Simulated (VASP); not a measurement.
# CoH (Fm-3m) in VASP: a series of runs

One crystal, CoH, is run at these levels: PBEsol; tasks: single point.

All numbers are computed with VASP 6.6.1; they aren't measurements. Logs are shortened: lines on timing, memory, paths and dates and some standing lists are left out, and cuts for length are marked.

## 1. Starting point

Symmetry: Fm-3m, No. 225, cubic system. Conventional cell: a = 3.734 Å, b = 3.734 Å, c = 3.734 Å, α = 90.00°, β = 90.00°, γ = 90.00°. Co (site symmetry m-3m) has 6 H at 1.87 Å as nearest neighbours. H (site symmetry m-3m) has 6 Co at 1.87 Å as nearest neighbours.

The cell comes from a database or a generator and needn't be the stable form of this composition.

## 2. Single point, PBEsol, collinear spin, typed start

INCAR

```
SYSTEM = CoH
ALGO = Fast ; EDIFF = 1E-7
ENCUT = 520 ; GGA = PS
ISIF = 2 ; ISMEAR = -1
ISPIN = 2 ; LASPH = .True.
LCHARG = .True. ; LELF = .True.
LMAXMIX = 4 ; LORBIT = 11
LREAL = .False. ; LVHAR = .True.
LWAVE = .False. ; MAGMOM = 1.8 0
NBANDS = 16 ; NELM = 150
PREC = Accurate ; SIGMA = 0.1
```

KPOINTS

```
k-points
0
Gamma
  11 11 11
  0 0 0
```

POSCAR

```
CoH
1.0
    0.0000000000      1.8672139874      1.8672139874
    1.8672139874      0.0000000000      1.8672139874
    1.8672139874      1.8672139874      0.0000000000
Co H
1 1
Direct
    0.0000000000      0.0000000000      0.0000000000
    0.5000000000      0.5000000000      0.5000000000
```

Potentials or basis: VASP PAW PBE potentials, release 64 (Co, H).

Launch:

```
> cat potpaw_PBE.64/Co/POTCAR potpaw_PBE.64/H/POTCAR > POTCAR
> mpirun -np 1 vasp_std > vasp.out
```

OUTCAR:

```text
SYSTEM = CoH
   EDIFF = 1E-7
   ENCUT = 520
   GGA = PS
   ISIF = 2
   ISMEAR = -1
   ISPIN = 2
   LASPH = .True.
   LORBIT = 11
   LREAL = .False.
   NELM = 150
   PREC = Accurate

 ion  position               nearest neighbor table
   1  0.000  0.000  0.000-   2 1.87   2 1.87   2 1.87   2 1.87   2 1.87   2 1.87
   2  0.500  0.500  0.500-   1 1.87   1 1.87   1 1.87   1 1.87   1 1.87   1 1.87

  LATTYP: Found a face centered cubic cell.
 ALAT       =     3.7344279748

  Lattice vectors:

 A1 = (   0.0000000000,   1.8672139874,   1.8672139874)
 A2 = (   1.8672139874,   0.0000000000,   1.8672139874)
 A3 = (   1.8672139874,   1.8672139874,   0.0000000000)

Analysis of symmetry for initial positions (statically):
=====================================================================
 Subroutine PRICEL returns:
 Original cell was already a primitive cell.

 Routine SETGRP: Setting up the symmetry group for a
 face centered cubic supercell.

 Subroutine GETGRP returns: Found 48 space group operations
 (whereof 48 operations were pure point group operations)
 out of a pool of 48 trial point group operations.

The static configuration has the point symmetry O_h .

Analysis of symmetry for dynamics (positions and initial velocities):
=====================================================================
 Subroutine PRICEL returns:
 Original cell was already a primitive cell.

 Routine SETGRP: Setting up the symmetry group for a
 face centered cubic supercell.

 Subroutine GETGRP returns: Found 48 space group operations
 (whereof 48 operations were pure point group operations)
 out of a pool of 48 trial point group operations.

The dynamic configuration has the point symmetry O_h .

Analysis of structural, dynamic, and magnetic symmetry:
=====================================================================
 Subroutine PRICEL returns:
 Original cell was already a primitive cell.

 Routine SETGRP: Setting up the symmetry group for a
 face centered cubic supercell.

 Subroutine GETGRP returns: Found 48 space group operations
 (whereof 48 operations were pure point group operations)
 out of a pool of 48 trial point group operations.

The overall configuration has the point symmetry O_h .

 Subroutine INISYM returns: Found 48 space group operations
 (whereof 48 operations are pure point group operations),
 and found     1 'primitive' translations

----------------------------------------------------------------------------------------

                                     Primitive cell

  volume of cell :      13.0200

  direct lattice vectors                    reciprocal lattice vectors
     0.000000000  1.867213987  1.867213987    -0.267778628  0.267778628  0.267778628
     1.867213987  0.000000000  1.867213987     0.267778628 -0.267778628  0.267778628
     1.867213987  1.867213987  0.000000000     0.267778628  0.267778628 -0.267778628

  length of vectors
     2.640639345  2.640639345  2.640639345     0.463806189  0.463806189  0.463806189

  position of ions in fractional coordinates (direct lattice)
     0.000000000  0.000000000  0.000000000
     0.500000000  0.500000000  0.500000000

  ion indices of the primitive-cell ions
   primitive index   ion index
                 1           1
                 2           2

----------------------------------------------------------------------------------------

 KPOINTS: k-points

Automatic generation of k-mesh.
 Grid dimensions read from file:
 generate k-points for:   11   11   11

 Generating k-lattice:

  Cartesian coordinates                     Fractional coordinates (reciprocal lattice)
    -0.024343512  0.024343512  0.024343512     0.090909091  0.000000000  0.000000000
     0.024343512 -0.024343512  0.024343512     0.000000000  0.090909091  0.000000000
     0.024343512  0.024343512 -0.024343512     0.000000000  0.000000000  0.090909091

  Length of vectors
     0.042164199  0.042164199  0.042164199

  Shift w.r.t. Gamma in fractional coordinates (k-lattice)
     0.000000000  0.000000000  0.000000000

 Subroutine IBZKPT returns following result:
 ===========================================

 Found     56 irreducible k-points:

 Following reciprocal coordinates:
            Coordinates               Weight
  0.000000  0.000000  0.000000      1.000000
  0.090909  0.000000  0.000000      8.000000
  0.181818  0.000000  0.000000      8.000000
  0.272727  0.000000  0.000000      8.000000
  0.363636  0.000000  0.000000      8.000000
  0.454545  0.000000  0.000000      8.000000
[... 16 lines left out ...]
 -0.272727  0.181818  0.000000     24.000000
 -0.181818  0.181818  0.000000     12.000000
 [... further k-points ...]
   k-points           NKPTS =     56   k-points in BZ     NKDIM =     56   number of bands    NBANDS=     16
   number of dos      NEDOS =    301   number of ions     NIONS =      2
   total plane-waves  NPLWV =   8000
   dimension x,y,z NGX =    20 NGY =   20 NGZ =   20
   dimension x,y,z NGXF=    40 NGYF=   40 NGZF=   40
   ions per type =               1   1
   NGX,Y,Z   is equivalent  to a cutoff of  12.59, 12.59, 12.59 a.u.
   NGXF,Y,Z  is equivalent  to a cutoff of  25.18, 25.18, 25.18 a.u.
 SYSTEM =  CoH
   PREC   = accura    normal or accurate (medium, high low for compatibility)
   ISTART =      0    job   : 0-new  1-cont  2-samecut
   ICHARG =      2    charge: 1-file 2-atom 10-const
   ISPIN  =      2    spin polarized calculation?
   LNONCOLLINEAR =      F non collinear calculations
   LSORBIT =      F    spin-orbit coupling
   LASPH  =      T    aspherical Exc in radial PAW
   ENCUT  =  520.0 eV  38.22 Ry    6.18 a.u.   4.91  4.91  4.91*2*pi/ulx,y,z
   NELM   =    150;   NELMIN=  2; NELMDL= -5     # of ELM steps
   EDIFF  = 0.1E-06   stopping-criterion for ELM
   LREAL  =      F    real-space projection
   EDIFFG = 0.1E-05   stopping-criterion for IOM
   NSW    =      0    number of steps for IOM
   IBRION =     -1    ionic relax: 0-MD 1-quasi-New 2-CG
   NFREE  =      0    steps in history (QN), initial steepest desc. (CG)
   ISIF   =      2    stress and relaxation
   ISYM   =      2    0-nonsym 1-usesym 2-fastsym
   POTIM  = 0.5000    time-step for ionic-motion
   TEBEG  =    0.0;   TEEND  =   0.0 temperature during run
   PSTRESS=    0.0 pullay stress
   NELECT =      10.0000    total number of electrons
   NUPDOWN=      -1.0000    fix difference up-down
   EMIN   =  10.00;   EMAX   =-10.00  energy-range for DOS
   EFERMI =   0.00;   METHOD = LEGACY
   ISMEAR =    -1;   SIGMA  =   0.10  broadening in eV -4-tet -1-fermi 0-gaus
   EFERMI_NEDOS =   21; number of points for ismear=-14 and -15
   IALGO  =     68    algorithm
   IMIX   =      4    mixing-type and parameters
     AMIX     =   0.40;   BMIX     =  1.00
     AMIX_MAG =   1.60;   BMIX_MAG =  1.00
  volume/ion in A,a.u.               =       6.51        43.93
  Fermi-wavevector in a.u.,A,eV,Ry     =   1.499239  2.833150 30.582036  2.247716
  Thomas-Fermi vector in A             =   2.610894
   LORBIT       =     11    0 simple, 1 ext, 2 COOP (PROOUT), +10 PAW based schemes
   GGA     = PS    functional components
   LHFCALC =     F    Hartree Fock is set to
   AEXX    =    0.0000 exact exchange contribution
   IVDW    =     0    specifies the selected vdW correction
   LEPSILON=     F    determine dielectric tensor
   LRPA    =     F    only Hartree local field effects (RPA)
 spin polarized calculation
 RMM-DIIS sequential band-by-band and
  energy-cutoff  :      520.00
  volume of cell :       13.02
 maximum number of plane-waves:       360
   NGX =  9   NGY =  9   NGZ =  9

 number of electron      10.0000005 magnetization       1.2062901

 Free energy of the ion-electron system (eV)
  ---------------------------------------------------
  ext. energy  EPLUGINS =         0.00000000
  ---------------------------------------------------
  free energy    TOTEN  =       -11.14056596 eV

  energy without entropy =      -11.09558557  energy(sigma->0) =      -11.11807577

 E-fermi :   9.5840     XC(G=0): -13.3417

 val. band max:        9.5742352815   @ k =   0.3636   0.0909   0.0000
 cond. band min:       9.5908723709   @ k =   0.3636   0.1818   0.0000
 fundamental gap:      0.0166370894
 Fermi energy:         9.5840321478

 spin component 1

 k-point     1 :       0.0000    0.0000    0.0000
  band No.  band energies     occupation
      1      -2.5888      1.00000
      2       7.0000      1.00000
      3       7.0000      1.00000
      4       7.0000      1.00000
      5       8.0033      1.00000
      6       8.0033      1.00000
[... 8 lines left out ...]
     15      43.2871      0.00000
     16      43.2871      0.00000

 k-point     2 :       0.0909    0.0000    0.0000
  band No.  band energies     occupation
      1      -2.3209      1.00000
      2       6.9130      1.00000
      3       7.0618      1.00000
      4       7.0618      1.00000
      5       7.9671      1.00000
      6       7.9671      1.00000
[... 8 lines left out ...]
     15      41.1522      0.00000
     16      41.1522      0.00000

 k-point     3 :       0.1818    0.0000    0.0000
  band No.  band energies     occupation
      1      -1.5373      1.00000
      2       6.6639      1.00000
      3       7.1610      1.00000
      4       7.1610      1.00000
      5       7.9475      1.00000
      6       7.9475      1.00000
[... 8 lines left out ...]
     15      39.8578      0.00000
     16      41.2011      0.00000
[... 362 lines left out ...]
 k-point    23 :      -0.2727    0.1818    0.0000
  band No.  band energies     occupation
      1       1.3040      1.00000
      2       5.9921      1.00000
      3       6.5366      1.00000
      4       7.3304      1.00000
      5       7.9648      1.00000
      6       9.0378      0.99577
[... 8 lines left out ...]
     15      45.0980      0.00000
     16      49.1376      0.00000

 k-point    24 :      -0.1818    0.1818    0.0000
  band No.  band energies     occupation
      1       0.0360      1.00000
      2       6.3839      1.00000
      3       6.7438      1.00000
      4       7.4922      1.00000
      5       7.5853      1.00000
      6       8.6182      0.99994
[... 8 lines left out ...]
     15      44.1898      0.00000
     16      46.4277      0.00000

 [... further k-points ...]

 spin component 2

 k-point     1 :       0.0000    0.0000    0.0000
  band No.  band energies     occupation
      1      -2.5778      1.00000
      2       8.2774      1.00000
      3       8.2774      1.00000
      4       8.2774      1.00000
      5       9.1576      0.98614
      6       9.1576      0.98614
[... 8 lines left out ...]
     15      43.6990      0.00000
     16      43.6990      0.00000

 k-point     2 :       0.0909    0.0000    0.0000
  band No.  band energies     occupation
      1      -2.3102      1.00000
      2       8.1680      1.00000
      3       8.3425      1.00000
      4       8.3425      1.00000
      5       9.1171      0.99071
      6       9.1171      0.99071
[... 8 lines left out ...]
     15      41.5211      0.00000
     16      41.5211      0.00000

 k-point     3 :       0.1818    0.0000    0.0000
  band No.  band energies     occupation
      1      -1.5266      1.00000
      2       7.8471      1.00000
      3       8.4151      0.99999
      4       8.4151      0.99999
      5       9.1248      0.98997
      6       9.1248      0.98997
[... 8 lines left out ...]
     15      40.2200      0.00000
     16      41.2651      0.00000
[... 362 lines left out ...]
 k-point    23 :      -0.2727    0.1818    0.0000
  band No.  band energies     occupation
      1       1.3454      1.00000
      2       6.9352      1.00000
      3       7.6004      1.00000
      4       8.4242      0.99999
      5       9.3103      0.93919
      6      10.3185      0.00065
[... 8 lines left out ...]
     15      45.4139      0.00000
     16      49.5084      0.00000

 k-point    24 :      -0.1818    0.1818    0.0000
  band No.  band energies     occupation
      1       0.0553      1.00000
      2       7.4978      1.00000
      3       7.8178      1.00000
      4       8.5745      0.99996
      5       8.9247      0.99863
      6       9.8951      0.04267
[... 8 lines left out ...]
     15      44.2685      0.00000
     16      46.6686      0.00000

 [... further k-points ...]

------------------------ aborting loop because EDIFF is reached ----------------------------------------

  FORCE on cell =-STRESS in cart. coord.  units (eV):
  Direction    XX          YY          ZZ          XY          YZ          ZX
  --------------------------------------------------------------------------------------
  -------------------------------------------------------------------------------------
  Total       -1.1366499     -1.1366499     -1.1366499      0.0000000      0.0000000     -0.0000000
  in kB     -139.8701523   -139.8701523   -139.8701523      0.0000000      0.0000000     -0.0000000
  external PRESSURE =    -139.8701523 kB  Pullay stress =       0.0000000 kB

 VOLUME and BASIS-vectors are now :
 -----------------------------------------------------------------------------
  energy-cutoff  :      520.00
  volume of cell :       13.02
      direct lattice vectors                 reciprocal lattice vectors
     0.000000000  1.867213987  1.867213987    -0.267778628  0.267778628  0.267778628
     1.867213987  0.000000000  1.867213987     0.267778628 -0.267778628  0.267778628
     1.867213987  1.867213987  0.000000000     0.267778628  0.267778628 -0.267778628

 POSITION                                       TOTAL-FORCE (eV/Angst)
 -----------------------------------------------------------------------------------
      0.00000      0.00000      0.00000         0.000000      0.000000      0.000000
      1.86721      1.86721      1.86721        -0.000000      0.000000     -0.000000
 -----------------------------------------------------------------------------------
    total drift:                                0.000000     -0.000000     -0.000000

  FREE ENERGIE OF THE ION-ELECTRON SYSTEM (eV)
  ---------------------------------------------------
  free  energy   TOTEN  =       -11.1405659613 eV

  energy  without entropy=      -11.0955855719  energy(sigma->0) =      -11.11807577

 total charge

# of ion       s       p       d       tot
------------------------------------------
    1        0.388   0.513   7.401   8.302
    2        0.489   0.038   0.000   0.527
--------------------------------------------------
tot          0.877   0.551   7.401   8.830

 magnetization (x)

# of ion       s       p       d       tot
------------------------------------------
    1       -0.008  -0.016   1.262   1.239
    2       -0.007  -0.003   0.000  -0.010
--------------------------------------------------
tot         -0.014  -0.019   1.262   1.229
```

Wall time 44 s (1 thread of Intel Xeon Platinum 8375C at 2.90GHz (Ice Lake), shared host); peak memory 0.14 GiB.

What came out:

```yaml
Free_energy: -11.1406 eV
Pressure: -14.0 GPa
Band_gap_on_the_k_mesh: none (metal or under the smearing width)
Net_moment: 1.21 μB per cell
Site_moments: Co +1.24; H -0.01 μB
Valence_electrons_inside_the_program's_atomic_spheres: Co 8.30; H 0.53
```

Levels at points of the mesh, in eV from the Fermi level:
Spin up:
```csv
k point,band 2,band 3,band 4,band 5,band 6,band 7,band 8,band 9,band 10,band 11
"(0.00, 0.00, 0.00)",-2.58,-2.58,-2.58,-1.58,-1.58,14.51,20.30,20.63,20.63,20.63
```
Spin down:
```csv
k point,band 2,band 3,band 4,band 5,band 6,band 7
"(0.00, 0.00, 0.00)",-1.31,-1.31,-1.31,-0.43,-0.43,14.51
```

Caveat: the PAW data sets were made with another functional, which shifts forces and pressure a little.

## 3. Single point, PBEsol, collinear spin, typed start

This run uses another cell than the first one, of 5.95 Å³/atom, 0.913 times its volume.

INCAR

```
SYSTEM = CoH
PREC = Accurate
ENCUT = 520
EDIFF = 1E-7
ISMEAR = -1
SIGMA = 0.1
LREAL = .False.
LASPH = .True.
NELM = 150
ALGO = Normal
ISIF = 2
LWAVE = .False.
LCHARG = .True.
ISPIN = 2
MAGMOM = 1.8 0
LORBIT = 11
LMAXMIX = 4
GGA = PS
LELF = .True.
LVHAR = .True.
NBANDS = 16
```

KPOINTS

```
Automatic mesh
0
Gamma
  11 11 11
  0 0 0
```

POSCAR

```
CoH
1.0
    0.0000000000      1.8117190352      1.8117190352
    1.8117190352      0.0000000000      1.8117190352
    1.8117190352      1.8117190352      0.0000000000
Co H
1 1
Direct
    0.0000000000      0.0000000000      0.0000000000
    0.5000000000      0.5000000000      0.5000000000
```

Potentials or basis: VASP PAW PBE potentials, release 64 (Co, H).

Launch:

```
> cat potpaw_PBE.64/Co/POTCAR potpaw_PBE.64/H/POTCAR > POTCAR
> mpirun -np 1 vasp_std > vasp.out
```

Wall time 40 s (1 thread of Intel Xeon Platinum 8375C at 2.90GHz (Ice Lake), shared host); peak memory 0.14 GiB.

The run converged. Its results:

- Free energy: -11.1748 eV
- Pressure: 5.5 GPa
- Band gap on the k mesh: none (metal or under the smearing width)
- Net moment: 1.12 μB per cell
- Site moments: Co +1.14; H -0.01 μB
- Valence electrons inside the program's atomic spheres: Co 8.49; H 0.56

Levels at points of the mesh, in eV from the Fermi level:
Spin up:
```tsv
k point	band 3	band 4	band 5	band 6	band 7	band 8	band 9	band 10
(0.00, 0.00, 0.00)	-2.73	-2.73	-1.59	-1.59	15.63	20.93	21.72	21.72
```
Spin down:
```
           k point  band 1  band 2  band 3  band 4  band 5  band 6  band 7  band 8
(0.00, 0.00, 0.00)  -12.94   -1.55   -1.55   -1.55   -0.52   -0.52   15.62   20.80
```

Caveat: the PAW data sets were made with another functional, which shifts forces and pressure a little.
